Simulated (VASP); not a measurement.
A run of VASP 6.6.1:

File INCAR:

```
SYSTEM = Si
ALGO     = Normal         ! electronic algorithm
EDIFF    = 1E-6           ! SCF threshold, eV
EDIFFG   = -0.005         ! ionic threshold
ENCUT    = 600            ! plane-wave cutoff, eV
GGA      = PE             ! functional
IBRION   = 2              ! ionic algorithm
ISIF     = 3              ! what is computed and relaxed
ISMEAR   = 0              ! smearing method
IVDW     = 12             ! dispersion correction
LASPH    = .TRUE.         ! aspherical terms in the spheres
LCHARG   = .FALSE.        ! write CHGCAR
LREAL    = .FALSE.        ! projectors in reciprocal space
LWAVE    = .FALSE.        ! write WAVECAR
NELM     = 100            ! most SCF steps
NSW      = 100            ! ionic steps
PREC     = Accurate       ! precision mode
SIGMA    = 0.02           ! smearing width, eV
```

KPOINTS

```
k-points
0
G
  12 12 12
  0 0 0
```

File POSCAR:

```
Si
1.0
    0.0000000000      2.7107602159      2.7107602159
    2.7107602159      0.0000000000      2.7107602159
    2.7107602159      2.7107602159      0.0000000000
Si
2
Direct
    0.5000000000      0.5000000000      0.5000000000
    0.7500000000      0.7500000000      0.7500000000
```

Potentials or basis: VASP PAW PBE potentials, release 64 (Si).

The run is started by

```sh
$ cat potpaw_PBE.64/Si/POTCAR > POTCAR
$ mpirun -np 1 vasp_std > vasp.out
```

Hardware: 1 thread of AMD EPYC 9R14 (Zen 4), on a shared host.

Problem. How long does it take, and how much memory?

Solution. It took 22 s on 1 thread of AMD EPYC 9R14 (Zen 4), on a shared host, peak memory 0.15 GiB. Counts: scf iterations 18, k points 72, ion steps 3.
